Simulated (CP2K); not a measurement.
Crystal: BeS.

```
CELL_PARAMETERS angstrom
3.42947 0.00000 0.00000
1.71473 2.97001 0.00000
1.71473 0.99000 2.80015
ATOMIC_POSITIONS crystal
S 0.75000 0.75000 0.75000
Be 0.00000 0.00000 0.00000
```

Base run:

```yaml
Program: CP2K 2026.2
Functional: PBE
Potentials_or_basis: GTH_POTENTIALS S GTH-PADE-q6, Be GTH-PADE-q4; DZVP-MOLOPT-SR-GTH basis
Density_cutoff: 11565 eV
k_mesh: 9 × 9 × 9
Occupations: fermi-dirac, width 0.05 eV
Spin: no spin polarisation
```

Its results: band gap on the k mesh 4.38 eV, indirect (least direct gap 5.81 eV); pressure 0.6 GPa.

The run is repeated on the same cell with these changes: potentials or basis from GTH_POTENTIALS S GTH-PADE-q6, Be GTH-PADE-q4; DZVP-MOLOPT-SR-GTH basis to POTENTIAL_UZH S GTH-SCAN-q6, Be GTH-SCAN-q4; DZVP-MOLOPT-SR-GTH basis; potentials from S GTH-PADE-q6 of GTH_POTENTIALS, Be GTH-PADE-q4 of GTH_POTENTIALS to S GTH-SCAN-q6 of POTENTIAL_UZH, Be GTH-SCAN-q4 of POTENTIAL_UZH. What comes out?

Band gap on the k mesh 4.40 eV, indirect (least direct gap 5.89 eV); pressure 1.4 GPa.

Caveats: the potentials were made for another functional, which shifts forces and pressure; the basis of atomic orbitals isn't converged, which shifts pressures, moduli and gaps.
